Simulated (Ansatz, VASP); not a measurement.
One calculation of Fe, two programs

The input INCAR:

```
SYSTEM = Fe
PREC = Accurate
ENCUT = 520
EDIFF = 1E-8
ISMEAR = -1
SIGMA = 0.08
LREAL = .False.
LASPH = .True.
NELM = 100
ALGO = Normal
ISIF = 2
LWAVE = .False.
LCHARG = .False.
GGA = PE
LEFG = .True.
NBANDS = 15
```

Contents of KPOINTS:

```
regular mesh
0
Gamma
  17 17 10
  0 0 0
```

File POSCAR:

```
Fe
1.0
    2.4818982858      0.0000000000      0.0000000000
   -1.2409491429      2.1493869651      0.0000000000
    0.0000000000      0.0000000000      3.9172856485
Fe
2
Direct
    0.3333333333      0.6666666667      0.2500000000
    0.6666666667      0.3333333333      0.7500000000
```

Input for Ansatz:

```yaml
crystal:
  lattice:
    - [2.4818982858, 0.0, 0.0]
    - [-1.2409491429, 2.1493869651, 0.0]
    - [0.0, 0.0, 3.9172856485]
  atoms:
    - { symbol: Fe, position: [0.3333333333, 0.6666666667, 0.25] }
    - { symbol: Fe, position: [0.6666666667, 0.3333333333, 0.75] }
kpoints:
  mp_grid: { grid: [17, 17, 10] }
scf:
  occupations: { method: fermi_dirac, width: 0.08 }
hamiltonian:
  xc: pbe
  pseudopotentials: { kind: paw }
output:
  forces: true
  stress: true
  eigenvalues: true
  efg: { contact_densities: true }
```

Change from the starting cell: volume scaled by 1.06, PAW files.

Alike in both runs: task electric field gradients; functional PBE; k mesh 17 × 17 × 10; occupations fermi-dirac, width 0.08 eV; no spin polarisation.

|  | VASP | Ansatz |
| --- | --- | --- |
| version | VASP 6.6.1 | Ansatz 0.2.0 |
| potentials or method | VASP PAW PBE potentials, release 64 (Fe) | PAW with Ansatz's default frozen-core files, scalar-relativistic |
| plane-wave cutoff (eV) | 520 | 420 |
| valence electrons in the cell | 16 | 32 |

```csv
,VASP,Ansatz,Ansatz less VASP
pressure (GPa),-6.9,-6.4,+0.54
largest component of the traceless stress (GPa),0.24,0.35,+0.119
Vzz of the field gradient on the site that differs most (V/Å²),-7.0,-3.8,+3.21
```

The two sets of potentials don't hold the same shells in valence.

Caveats: the run has no spin polarisation, though such a crystal can be magnetic. Spin polarisation is off, so any magnetic state and its effect on volume and gap are missing.
